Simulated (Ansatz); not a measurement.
Here is an Ansatz 0.2.0 calculation.

input.yaml

```yaml
crystal:
  lattice:
    - [1.725725178, 0.9963478961, 3.1296800121]
    - [-1.725725178, 0.9963478961, 3.1296800121]
    - [0.0, -1.9926957921, 3.1296800121]
  atoms:
    - { symbol: P, position: [0.77291975, 0.77291975, 0.77291975] }
    - { symbol: P, position: [0.22708025, 0.22708025, 0.22708025] }
hamiltonian:
  xc: r2scan
  pseudopotentials: { kind: paw }
kpoints:
  mp_grid: { grid: [9, 9, 9] }
scf:
  occupations: { method: fermi_dirac, width: 0.05 }
output:
  forces: true
  stress: true
  eigenvalues: true
relax:
  f_tol: 0.01
  max_steps: 40
  cell: { stress_tol: 0.05, p_target: 10.0 }
```

Potentials or basis: Ansatz PAW.

Command:

```sh
$ ansatz run input.yaml --threads 2 --pin off --max-ram 5632MiB --backend cpu --events-out ev --progress --plain --runs-dir out
```

(1) Predict the relaxed cell.

(2) Estimate the space group after relaxing (to 0.05 Å).

(3) Estimate the relaxed volume.

(4) What does it give for the band gap on the k mesh?

Results:

(1) a = 3.381 Å, b = 3.381 Å, c = 3.381 Å, α = 59.98°, β = 59.98°, γ = 59.98°.

(2) R-3m (No. 166).

(3) 13.66 Å³/atom.

(4) none (metal or under the smearing width).

Caveat: the volume moved by over 15 % at a fixed basis, so the end points are rough; the PAW data sets come from PBE, with cores solved anew for the run's functional, which leaves a small shift of forces and pressure.
